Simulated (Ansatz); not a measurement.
Runs of Ansatz 0.2.0 on V. The structure is cubic, space group Im-3m (No. 229). Conventional cell: a = 3.029 Å, b = 3.029 Å, c = 3.029 Å, α = 90.00°, β = 90.00°, γ = 90.00°. Around V (site symmetry m-3m) lie 8 V at 2.62 Å. 

```tsv
task	level	U	cell	k mesh	cutoff (eV)	smearing	basis error allowed	gap on the mesh (eV)	pressure (GPa)	moment (μB)
density of states	PBEsol+U	V d U = 6 eV	as given	12 × 12 × 12	257	fermi-dirac 0.05 eV	0.001 eV/atom	none	55.9	2.71
relaxation of cell and atoms	PBE	-	relaxed	9 × 9 × 9	-	fermi-dirac 0.05 eV	0.001 eV/atom	-	0.0	0.00
single point	PBE	-	as given	12 × 12 × 12	258	gaussian 0.014 eV	0.001 eV/atom	none	-5.3	0.12
band structure	BLYP	-	as given	12 × 12 × 12	257	fermi-dirac 0.05 eV	0.001 eV/atom	-	(a)	0.00
single point	PBE	-	as given	12 × 12 × 12	258	gaussian 0.017 eV	0.001 eV/atom	none	-5.3	0.12
density of states	PBEsol	-	as given	12 × 12 × 12	257	fermi-dirac 0.05 eV	0.001 eV/atom	none	-12.1	0.00
density of states	PBEsol+U	V d U = 4 eV	as given	12 × 12 × 12	257	fermi-dirac 0.05 eV	0.001 eV/atom	none	21.4	1.86
```

Alike in all rows: potentials or basis all-electron LAPW, scalar-relativistic; spin collinear, ferromagnetic start.

Problem. Estimate the missing entries.

Solution. (a) -0.7.

Caveats: the magnetic state may not be the lowest (some runs); U is the effective U less J, on atomic orbitals that reach past the spheres (some runs); the U is typed as a test and isn't derived for this compound (some runs); a pressure of tens of GPa on the cell as given is suspect, and the run, the potentials or the cell itself is likely at fault (some runs); the k mesh is thin for a metal, which can move the energy by tens of meV per atom (some runs).

A k mesh can miss the band edges.

A gap of «none» marks a metal or a gap under the smearing width.

Not every run made on this cell is shown here.
